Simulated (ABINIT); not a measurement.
Runs of ABINIT 10.8.3 (patched build) on Sb. The structure is monoclinic, space group P2_1/m (No. 11). Conventional cell: a = 3.122 Å, b = 4.348 Å, c = 4.406 Å, α = 90.00°, β = 90.51°, γ = 90.00°. Sb (site symmetry m) has 6 Sb at 3.04 to 3.15 Å as nearest neighbours. This isn't the form of Sb at room conditions, which is rhombohedral.

| task | level | potentials or basis | cell | cutoff (eV) | cell freedom (optcell) | optimiser (ionmov) | cutoff smearing ecutsm (Ha) | force stop (Ha/bohr) | gap on the mesh (eV) | pressure (GPa) | largest force (eV/Å) |
| --- | --- | --- | --- | --- | --- | --- | --- | --- | --- | --- | --- |
| relaxation of cell and atoms | PBEsol | PseudoDojo NC SR PBEsol v0.4.1 standard | relaxed | 1088 | 2 | 2 | 0.5 | 2e-05 | none | 0.0 | - |
| single point | LDA-PZ | PseudoDojo NC SR LDA v0.4.1 standard | as given | 1143 | - | - | - | - | none | -3.4 | 0.07 |
| single point | PBEsol | PseudoDojo NC SR PBEsol v0.4.1 standard | as given | 980 | - | - | - | - | none | -3.7 | (a) |
| single point | LDA | PseudoDojo NC SR LDA v0.4.1 standard | as given | 1088 | - | - | - | - | none | -3.5 | 0.07 |

Alike in all rows: no spin polarisation; k mesh 7 × 4 × 4; smearing fermi-dirac 0.05 eV; the mesh is coarse, so values aren't converged.

**Question.** Estimate the missing entries.

**Answer.** (a) 0.10.

Caveats: all runs use coarse meshes.

A k mesh can miss the band edges, and the runs leave out spin-orbit coupling on Sb.

A gap of «none» marks a metal or a gap under the smearing width.

Not every run made on this cell is shown here.
